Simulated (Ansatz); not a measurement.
# A vibration from a frozen displacement in BN

These are results of Ansatz 0.2.0, DFT PBEsol, scalar-relativistic, plane waves, PAW, not measurements. The runs took a 420 eV cutoff, a Γ-centred 12×12×12 mesh and Gaussian smearing (0.05 eV). No spin polarisation. Energies are free energies at this smearing, counted from the undisturbed cell; pressure is positive in compression.

Zero of the scan (as given, not relaxed at this level; it stands at 0.6 GPa; this form isn't the usual structure):

```yaml
crystal:
  lattice:
    - [0.00000, 3.49532, 2.16609]
    - [1.25163, 0.00000, 2.16609]
    - [1.25163, 3.49532, 0.00000]
  atoms:
    - { symbol: B, position: [0.00005, 0.00005, 0.99995] }
    - { symbol: N, position: [0.66665, 0.66665, 0.33335] }
```

The cell holds layers and no dispersion correction was added, so their binding is poorly described.

Every B atom is moved by x along the Cartesian unit vector (0.000, 0.000, 1.000); the cell and all other atoms stay fixed. The cell's volume is 18.95 Å³; the moved atoms weigh 10.810 u together and the others 14.007 u.

```csv
x (Å),ΔE (meV/cell),total force on the moved atoms along the move (eV/Å),pressure (GPa)
-0.3000,2699.60,22.1200,46.5670
-0.2250,1366.54,13.9149,24.4057
-0.1500,555.05,8.0210,10.3590
-0.0750,128.29,3.5451,2.8410
0.0000,0.00,0.0100,0.5689
0.0750,108.20,-2.7760,2.4381
0.1500,398.21,-4.8314,7.4470
0.2250,812.95,-6.0887,14.6485
0.2625,1047.74,-6.3974,18.7827
0.3000,1290.12,-6.4955,23.1210
```

What frequency belongs to this motion?

The force constant is k = −dF/dx = 42.141 eV/Å², from the parabola through x = -0.0750, 0 and 0.0750. In every cell the moved atoms swing against the rest, so the mass is μ = m₁m₂/(m₁ + m₂) = 6.101 u, and ν̃ = 521.5 cm⁻¹ × √(|k|/μ) = 1370 cm⁻¹. To first order in x, and within 1 %, the force on every atom lies along the move and, within each of the two groups, in proportion to the atom's mass, so this is itself a mode at the zone centre of this cell, taken without macroscopic field (the transverse frequency in a polar insulator).

How far does the harmonic law reach?

At x = -0.300 Å, kx²/2 = 1896.33 meV against the computed 2699.60 meV (+42.4 %): the well stiffens in this direction at large amplitude.

Cost: 10 runs of about 0.69 core-minutes in all, on Arm Neoverse V2 (shared hosts).

The displacement lies within the honeycomb sheet, along a B–N bond, so 1370 cm⁻¹ belongs to the in-plane optical stretch, close to where this mode is known in hexagonal BN. Its high frequency reflects stiff, polar sp² σ bonds between light atoms; the weak forces between layers should contribute little.

The well is markedly lopsided: 2699.60 meV at -0.3000 Å against 1290.12 meV at 0.3000 Å. Negative x drives boron head-on into one nitrogen, where overlap repulsion rises steeply. Positive x stretches that bond and moves boron towards the gap between the other two nitrogens, whose bonds shorten less and turn away from the direction of motion. The restoring force therefore almost levels off on this side, and the well is softer than harmonic there. This is mainly a cubic anharmonicity, allowed because the threefold surroundings of boron have no inversion centre.

The harmonic frequency is thus well founded for small amplitudes, but the scan alone gives neither the anharmonic shift nor the linewidth, which also depend on coupling to other phonons.
